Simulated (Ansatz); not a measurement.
# CuO (Tenorite) (C2/c) in Ansatz: further runs

One crystal, CuO (Tenorite), is run at these levels: PBE; tasks: single point.

Program: Ansatz 0.2.0. These are calculated values, not measurements. Logs are shortened: lines on timing, memory, paths and dates and some standing lists are left out, and cuts for length are marked.

## (1) The crystal as given

Symmetry: C2/c, No. 15, monoclinic system. Conventional cell: a = 4.684 Å, b = 3.423 Å, c = 5.129 Å, α = 90.00°, β = 99.54°, γ = 90.00°. Around Cu (site symmetry -1) lie 4 O at 1.95 to 1.96 Å. O (site symmetry 2) is surrounded by 4 Cu at 1.95 to 1.96 Å.

## (2) Single point, PBE, 9.53 Å³/atom (volume scaled by 0.94)

input.yaml reads:

```yaml
crystal:
  lattice:
    - [2.2940437287, -1.6763657078, 0.0]
    - [2.2940437287, 1.6763657078, 0.0]
    - [-0.8326750593, 0.0, 4.9546185987]
  atoms:
    - { symbol: Cu, position: [0.5, 0.0, 0.5] }
    - { symbol: Cu, position: [0.0, 0.5, 0.0] }
    - { symbol: O, position: [0.4184, 0.5816, 0.75] }
    - { symbol: O, position: [0.5816, 0.4184, 0.25] }
kpoints:
  mp_grid: { grid: [10, 10, 5] }
scf:
  occupations: { method: fermi_dirac, width: 0.05 }
hamiltonian:
  xc: pbe
  pseudopotentials: { kind: all_electron, lapw: { basis_error: 0.001 } }
output:
  forces: true
  stress: true
  eigenvalues: true
```

Potentials or basis: all-electron LAPW, scalar-relativistic.

Run with:

```console
ansatz run input.yaml --threads 2 --pin off --max-ram 6144MiB --backend cpu --events-out ev --progress --plain --runs-dir out
```

Standard output:

```text
Warning: RAYON_NUM_THREADS=2 ignored (pool sized by the plan → 2); use --threads N
LAPW: plane waves up to 10.979 Å⁻¹, error target 1.0e-3 eV per atom; small_component_spin mean_spin; O in spheres of 0.856 Å, 8 of its electrons in bands, Dirac shells []; Cu in spheres of 1.055 Å, 19 of its electrons in bands, Dirac shells [] (how accurate: hamiltonian.pseudopotentials.lapw.basis_error, Limitations)
Engine: ansatz 0.2.0, aarch64-unknown-linux-gnu
Pseudopotentials: kind: all_electron
Pseudopotential: Cu, LAPW, valence charge 19, lapw/all_electron/scalar/gaussian/Cu, Koelling and Harmon's equation, gaussian nucleus
Pseudopotential: O, LAPW, valence charge 8, lapw/all_electron/scalar/gaussian/O, Koelling and Harmon's equation, gaussian nucleus
Functional definition: PBE
  parameter kappa = 0.804
  parameter beta = 0.06672455060314922
  exchange = pbe_x(kappa = kappa, mu = beta*pi^2/3)
  correlation = pbe_c(beta = beta)
Crystal: 4 atoms, lattice volume = 38.108 Å³
Basis set: ecut = 459.2147278641479 eV, 847 PW (Γ), exchange–correlation at level 2
Bands: 33, of which v1, the nominal top of the filled ones, is band 27 counted from 1 (26 counted from 0)
Symmetry: 4 space group operations
Space group: C2/c (ITA 15), of the structure as read, at distance tolerance 3.4e-5 Å
k-points: 141 of 500
Non-local potential: Cu, projectors of the file, none
Non-local potential: O, projectors of the file, none
Initial density: superposition of atomic densities (chi_scale 0.1, normalization cell, long waves kept (reshape's long-wave potential 0.00 eV rms))
Initial wavefunctions: plane waves of lowest kinetic energy (no species holds an atomic orbital)
Functional: x = pbe(κ = 0.804, μ = 0.2195149727645171), c = pbe(β = 0.06672455060314922)
iter 1 solved again at ethr=2.16e-2 eV; its pass at ethr=1.00e-1 eV (dr2=1.16e1 eV) is discarded
SCF iter   1: F=—  HF=-94168.364292 eV  |F-HF|=—  |Δ(HF+E_count)|=         —  Δρ=1.70e-1  dr2=1.16e1  ethr=2.16e-2  ⟨swp⟩=2.0  Hψ=30166  notcnv=0
preconditioner: auto → Kerker (q_TF=auto, 2.891 Å⁻¹)  [metal: Δε(μ)=0.004 eV  Ē_g=12.490 eV  σ=0.050 eV  W_gap=0.02  n_scr=20 (ndim 8)  ℏωp=35.1 eV  f_vac=0.000  D(μ)=3.86/eV (n_scr^D=46)]
SCF iter   2: F=—  HF=-94168.073435 eV  |F-HF|=—  |Δ(HF+E_count)|=   2.91e-1  Δρ=8.40e-2  dr2=2.11e0  ethr=2.16e-2  ⟨swp⟩=2.9  Hψ=14246  notcnv=0
SCF iter   3: F=—  HF=-94162.478487 eV  |F-HF|=—  |Δ(HF+E_count)|=    5.59e0  Δρ=3.97e-2  dr2=7.59e-1  ethr=3.90e-3  ⟨swp⟩=3.0  Hψ=15455  notcnv=0
SCF iter   4: F=—  HF=-94162.328931 eV  |F-HF|=—  |Δ(HF+E_count)|=         —  Δρ=1.75e-2  dr2=1.53e-1  ethr=1.41e-3  ⟨swp⟩=2.0  Hψ=14175  notcnv=0
the basis was enlarged: its passes take 799.7 KiB over the memory plan, 2 of 2 planned eigensolver slots
iter 5 solved again at ethr=1.27e-5 eV; its pass at ethr=2.83e-4 eV (dr2=6.87e-3 eV) is discarded
SCF iter   5: F=—  HF=-94162.311091 eV  |F-HF|=—  |Δ(HF+E_count)|=   1.78e-2  Δρ=4.64e-3  dr2=6.86e-3  ethr=1.27e-5  ⟨swp⟩=2.0  Hψ=23762  notcnv=0
SCF iter   6: F=—  HF=-94162.311164 eV  |F-HF|=—  |Δ(HF+E_count)|=   7.32e-5  Δρ=1.49e-3  dr2=5.23e-4  ethr=1.27e-5  ⟨swp⟩=2.0  Hψ=13478  notcnv=0
SCF iter   7: F=—  HF=-94162.311250 eV  |F-HF|=—  |Δ(HF+E_count)|=   8.56e-5  Δρ=5.09e-4  dr2=1.27e-4  ethr=9.69e-7  ⟨swp⟩=2.0  Hψ=13478  notcnv=0
SCF iter   8: F=—  HF=-94162.311253 eV  |F-HF|=—  |Δ(HF+E_count)|=   3.32e-6  Δρ=1.42e-4  dr2=8.08e-6  ethr=2.35e-7  ⟨swp⟩=2.0  Hψ=13480  notcnv=0
SCF iter   9: F=—  HF=-94162.311257 eV  |F-HF|=—  |Δ(HF+E_count)|=   4.07e-6  Δρ=8.07e-5  dr2=2.87e-6  ethr=1.50e-8  ⟨swp⟩=3.0  Hψ=14220  notcnv=0
SCF iter  10: F=—  HF=-94162.311257 eV  |F-HF|=—  |Δ(HF+E_count)|=   6.65e-7  Δρ=1.91e-5  dr2=1.60e-7  ethr=5.32e-9  ⟨swp⟩=2.0  Hψ=13478  notcnv=0
SCF iter  11: F=—  HF=-94162.311257 eV  |F-HF|=—  |Δ(HF+E_count)|=   1.49e-7  Δρ=1.85e-5  dr2=1.18e-7  ethr=2.96e-10  ⟨swp⟩=3.0  Hψ=14448  notcnv=0
SCF iter  12: F=-94162.311257 eV  HF=-94162.311257 eV  |F-HF|=5.08e-9  |Δ(HF+E_count)|=   1.89e-7  Δρ=3.15e-6  dr2=3.65e-9  ethr=2.19e-10  ⟨swp⟩=2.3  Hψ=13534  notcnv=0
SCF 1 converged in 12 iterations: F = -94162.311257 eV  dr2 = 3.65e-9
SCF converged after 12 iterations
Free energy (F): -94162.311257 eV
Harris-Foulkes:  -94162.311257 eV  (|F-HF|=5.08e-9)
Internal energy: -94162.292833 eV  (E = F + TS)
E sigma→0 (E₀):  -94162.302045 eV
Entropy (-TS):   -0.018424 eV (-4.606 meV/atom)
Fermi energy:    13.492951 eV
--- Per-component energies (eV) ---
  E_band       = -2781.057234
  E_kinetic    = 95716.687722
  E_xc         = -4146.354253
  E_electrostatic = -185732.626302  (all electrons and nuclei)
  E_smearing   = -0.018424  (= −TS)
  E_closure    = 0.000000  (closes the sum)
  E_atoms      = -94142.871920  (free atoms, spherical and without spin; not in F)
  Σ components = -94162.311257   (vs F -94162.311257, Δ=0.00e0)
  Basis errors (estimates in eV, not in F): energy 4.3e-4 per atom: plane waves 4.0e-4 (2.3e-4 summed), levels above the bands 5.5e-112, relativity 9.0e-8, radial functions 3.4e-5, core shells 1.2e-8; eigenvalues (radial functions only) 1.1e-5; not estimated: angular momenta, meshes, grids; target (lapw.basis_error) 1.0e-3; muffin-tin radii O 0.856 Å, Cu 1.055 Å
--- Forces (eV/Å), atoms counted from 1 ---
  atom   1  Cu     0.00000000    -0.00000000     0.00000000
  atom   2  Cu     0.00000000     0.00000000    -0.00000000
  atom   3  O      0.00000000    -0.04511110     0.00000000
  atom   4  O      0.00000000     0.04511110     0.00000000
  max |Σ_I F_I| component: 3.16e-30 eV/Å
--- Stress (GPa, compression-positive) ---
       19.448085       0.000000      -2.932197
        0.000000      17.369617       0.000000
       -2.932197       0.000000      20.406621
  P = ⅓ Tr σ = 19.0748 GPa (190.748 kbar)
--- Band table (eV; the first three rows and the last of 141) ---
  k-point 0: bands = ["-493.3832", "-493.3832", "-99.3308", "-99.3298", "-56.8551", "-56.8548", "-56.8255", "-56.8139", "-56.4482", "-56.4475", "-7.1168", "-5.6031", "4.6196", "7.4025", "7.8176", "9.8281", "10.0127", "10.0396", "10.0820", "10.2145", "10.4975", "10.6054", "10.8610", "11.0537", "11.1174", "11.6822", "13.6970", "14.4924", "15.3962", "19.5283", "21.9786", "27.0748", "29.5137"]
  k-point 1: bands = ["-493.3832", "-493.3832", "-99.3307", "-99.3299", "-56.8551", "-56.8548", "-56.8244", "-56.8150", "-56.4481", "-56.4476", "-6.9967", "-5.7806", "5.0342", "7.4914", "7.8537", "9.1901", "9.4597", "9.5105", "10.2237", "10.4140", "10.7124", "10.7497", "10.9672", "11.1833", "11.3799", "11.5625", "13.6527", "14.3215", "15.9291", "19.0598", "22.7475", "27.1062", "28.9194"]
  k-point 2: bands = ["-493.3832", "-493.3832", "-99.3304", "-99.3301", "-56.8549", "-56.8548", "-56.8216", "-56.8180", "-56.4480", "-56.4478", "-6.6632", "-6.2036", "6.1437", "7.6254", "7.7161", "7.9200", "9.0410", "9.1005", "10.3895", "10.4893", "10.8034", "10.9009", "10.9452", "11.2016", "11.6645", "11.7904", "13.6163", "13.9148", "17.0350", "18.1412", "24.4242", "26.3540", "27.9662"]
  k-point 140: bands = ["-493.3832", "-493.3832", "-99.3284", "-99.3283", "-56.8727", "-56.8710", "-56.8202", "-56.8178", "-56.4595", "-56.4583", "-5.5294", "-5.4183", "6.0237", "6.5741", "7.2742", "7.3941", "7.8077", "8.2082", "10.3294", "10.6581", "11.0313", "11.0557", "11.5605", "11.5814", "12.0075", "12.1243", "12.7822", "13.4683", "17.9863", "19.2365", "22.4237", "23.2191", "26.5307"]
```

Run time: 58 s. Hardware: 2 threads of Arm Neoverse V1, shared host; peak memory 0.95 GiB.

Results:

* Free energy: -94162.3113 eV
* Pressure: 19.1 GPa
* Largest force: 0.045 eV/Å
* Band gap on the k mesh: none (metal or under the smearing width)

Caveat: the run has no spin polarisation, though such a crystal can be magnetic; semilocal functionals often make such compounds metallic where correlation or magnetic order opens a gap, which also shifts bond lengths.

## (3) Single point, PBE, 9.73 Å³/atom (volume scaled by 0.96)

Changes to input.yaml since step 2:

```diff
@@ -2,5 +2,5 @@
   lattice:
-    - [2.2940437287, -1.6763657078, 0.0]
-    - [2.2940437287, 1.6763657078, 0.0]
-    - [-0.8326750593, 0.0, 4.9546185987]
+    - [2.3101994985, -1.6881714891, 0.0]
+    - [2.3101994985, 1.6881714891, 0.0]
+    - [-0.8385391614, 0.0, 4.9895114286]
   atoms:
```

Potentials or basis: all-electron LAPW, scalar-relativistic.

Run with:

```console
ansatz run input.yaml --threads 2 --pin off --max-ram 6144MiB --backend cpu --events-out ev --progress --plain --runs-dir out
```

It took 58 s on 2 threads of Arm Neoverse V1, shared host; peak memory 0.95 GiB.

Results (log left out):

- Free energy: -94162.3950 eV
- Pressure: 14.1 GPa
- Largest force: 0.123 eV/Å
- Band gap on the k mesh: none (metal or under the smearing width)

Caveat: the run has no spin polarisation, though such a crystal can be magnetic; semilocal functionals often make such compounds metallic where correlation or magnetic order opens a gap, which also shifts bond lengths.

## (4) Single point, PBE, 9.93 Å³/atom (volume scaled by 0.98)

Changes to input.yaml since step 3:

```diff
@@ -2,5 +2,5 @@
   lattice:
-    - [2.3101994985, -1.6881714891, 0.0]
-    - [2.3101994985, 1.6881714891, 0.0]
-    - [-0.8385391614, 0.0, 4.9895114286]
+    - [2.3261324123, -1.699814419, 0.0]
+    - [2.3261324123, 1.699814419, 0.0]
+    - [-0.8443223728, 0.0, 5.0239229397]
   atoms:
```

Run with:

```console
ansatz run input.yaml --threads 2 --pin off --max-ram 6144MiB --backend cpu --events-out ev --progress --plain --runs-dir out
```

Wall time 57 s (2 threads of Arm Neoverse V1, shared host); peak memory 0.95 GiB.

The run converged. Its results:

- Free energy: -94162.4550 eV
- Pressure: 9.7 GPa
- Largest force: 0.194 eV/Å
- Band gap on the k mesh: none (metal or under the smearing width)

Caveat: the run has no spin polarisation, though such a crystal can be magnetic; semilocal functionals often make such compounds metallic where correlation or magnetic order opens a gap, which also shifts bond lengths.

## (5) Single point, PBE, 10.13 Å³/atom

Changes to input.yaml since step 4:

```diff
@@ -2,5 +2,5 @@
   lattice:
-    - [2.3261324123, -1.699814419, 0.0]
-    - [2.3261324123, 1.699814419, 0.0]
-    - [-0.8443223728, 0.0, 5.0239229397]
+    - [2.34185, -1.7113, 0.0]
+    - [2.34185, 1.7113, 0.0]
+    - [-0.8500274268, 0.0, 5.0578693947]
   atoms:
```

Run with:

```console
ansatz run input.yaml --threads 2 --pin off --max-ram 6144MiB --backend cpu --events-out ev --progress --plain --runs-dir out
```

Wall time 58 s (2 threads of Arm Neoverse V1, shared host); peak memory 0.95 GiB.

It converged, with:

```yaml
Free_energy: -94162.4937 eV
Pressure: 5.7 GPa
Largest_force: 0.259 eV/Å
Band_gap_on_the_k_mesh: none (metal or under the smearing width)
```

Caveat: the run has no spin polarisation, though such a crystal can be magnetic; semilocal functionals often make such compounds metallic where correlation or magnetic order opens a gap, which also shifts bond lengths.

## (6) Single point, PBE, 10.34 Å³/atom (volume scaled by 1.02)

Changes to input.yaml since step 5:

```diff
@@ -2,5 +2,5 @@
   lattice:
-    - [2.34185, -1.7113, 0.0]
-    - [2.34185, 1.7113, 0.0]
-    - [-0.8500274268, 0.0, 5.0578693947]
+    - [2.3573593924, -1.7226334429, 0.0]
+    - [2.3573593924, 1.7226334429, 0.0]
+    - [-0.8556569116, 0.0, 5.0913661947]
   atoms:
```

Potentials or basis: all-electron LAPW, scalar-relativistic.

Run with:

```console
ansatz run input.yaml --threads 2 --pin off --max-ram 6144MiB --backend cpu --events-out ev --progress --plain --runs-dir out
```

Wall time 55 s (2 threads of Arm Neoverse V1, shared host); peak memory 0.95 GiB.

Results (log left out):

* Free energy: -94162.5133 eV
* Pressure: 2.1 GPa
* Largest force: 0.319 eV/Å
* Band gap on the k mesh: none (metal or under the smearing width)

Caveat: the run has no spin polarisation, though such a crystal can be magnetic; semilocal functionals often make such compounds metallic where correlation or magnetic order opens a gap, which also shifts bond lengths.

## (7) Single point, PBE, 10.54 Å³/atom (volume scaled by 1.04)

Changes to input.yaml since step 6:

```diff
@@ -2,5 +2,5 @@
   lattice:
-    - [2.3573593924, -1.7226334429, 0.0]
-    - [2.3573593924, 1.7226334429, 0.0]
-    - [-0.8556569116, 0.0, 5.0913661947]
+    - [2.3726673498, -1.7338196878, 0.0]
+    - [2.3726673498, 1.7338196878, 0.0]
+    - [-0.861213281, 0.0, 5.1244279405]
   atoms:
```

Run with:

```console
ansatz run input.yaml --threads 2 --pin off --max-ram 6144MiB --backend cpu --events-out ev --progress --plain --runs-dir out
```

Wall time 55 s (2 threads of Arm Neoverse V1, shared host); peak memory 0.95 GiB.

Results (log left out):

| Item | Value |
| --- | --- |
| Free energy | -94162.5159 eV |
| Pressure | -1.0 GPa |
| Largest force | 0.374 eV/Å |
| Band gap on the k mesh | none (metal or under the smearing width) |

Caveat: the run has no spin polarisation, though such a crystal can be magnetic; semilocal functionals often make such compounds metallic where correlation or magnetic order opens a gap, which also shifts bond lengths.

## (8) Single point, PBE, 10.74 Å³/atom (volume scaled by 1.06)

Changes to input.yaml since step 7:

```diff
@@ -2,5 +2,5 @@
   lattice:
-    - [2.3726673498, -1.7338196878, 0.0]
-    - [2.3726673498, 1.7338196878, 0.0]
-    - [-0.861213281, 0.0, 5.1244279405]
+    - [2.3877802882, -1.744863423, 0.0]
+    - [2.3877802882, 1.744863423, 0.0]
+    - [-0.8666988638, 0.0, 5.157068489]
   atoms:
```

Run with:

```console
ansatz run input.yaml --threads 2 --pin off --max-ram 6144MiB --backend cpu --events-out ev --progress --plain --runs-dir out
```

Wall time 61 s (2 threads of Arm Neoverse V1, shared host); peak memory 0.95 GiB.

Results (log left out):

```yaml
Free_energy: -94162.5033 eV
Pressure: -3.9 GPa
Largest_force: 0.424 eV/Å
Band_gap_on_the_k_mesh: none (metal or under the smearing width)
```

Caveat: the run has no spin polarisation, though such a crystal can be magnetic; semilocal functionals often make such compounds metallic where correlation or magnetic order opens a gap, which also shifts bond lengths.
